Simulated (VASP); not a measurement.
## BaTiO3 under changes of volume

One of the cells (13.141 Å³/atom); the others are scaled copies at fixed shape and fractional positions:

```xyz
5
Lattice="2.8488 1.6448 2.3371 -2.8488 1.6448 2.3371 0.0000 -3.2895 2.3371" Properties=species:S:1:pos:R:3 pbc="T T T"
Ba    0.0000    0.0000    6.9939
Ti    0.0000    0.0000    3.3952
O     1.3975   -0.8068    2.4246
O    -1.3975   -0.8068    2.4246
O     0.0000    1.6137    2.4246
```

| Property | Result |
| --- | --- |
| Program | VASP 6.6.1 |
| Functional | r2SCAN |
| Potentials or basis | VASP PAW PBE potentials, release 64 (Ba_sv, Ti_sv, O) |
| Cutoff | 520 eV |
| k mesh | 6 × 6 × 6 |
| Occupations | gaussian, width 0.02 eV |
| Spin | no spin polarisation |

| volume (Å³/atom) | energy over the lowest point (meV/atom) | pressure (GPa) | gap on the mesh (eV) | largest force (eV/Å) |
| --- | --- | --- | --- | --- |
| 12.615 | 13.14 | 7.8 | 2.88 | 0.471 |
| 12.878 | 3.40 | 3.7 | 2.82 | 0.231 |
| 13.141 | 0.00 | 0.1 | 2.76 | 0.006 |
| 13.404 | 2.26 | -3.2 | 2.70 | 0.208 |
| 13.666 | ? | ? | ? | ? |

Question: What does the run at 13.666 Å³/atom give?

Answer: Energy over the lowest point 9.63 meV/atom; pressure -6.2 GPa; gap on the mesh 2.65 eV; largest force 0.408 eV/Å.

Worked out: A Birch-Murnaghan fit of order 2 (a polynomial in V^(-2/3)) to the other rows has its minimum at 13.16 Å³/atom with B0 = V·E''(V) = 172 GPa at fixed shape and positions, which overstates the stiffness. It gives 9.66 meV/atom at 13.666 Å³/atom, against the run's 9.63, and -dE/dV = -6.0 GPa, against -6.2. A straight line through the other rows of the gap, of slope -2.97 eV per unit of ln V, extrapolates to 2.64 eV, against the run's 2.65.

Energies are extrapolated to zero smearing.

Caveats: the PAW data sets were made with another functional, which shifts forces and pressure a little; spin-orbit coupling is left out, which moves the levels of the heavy elements.

A mesh can miss the band edges.
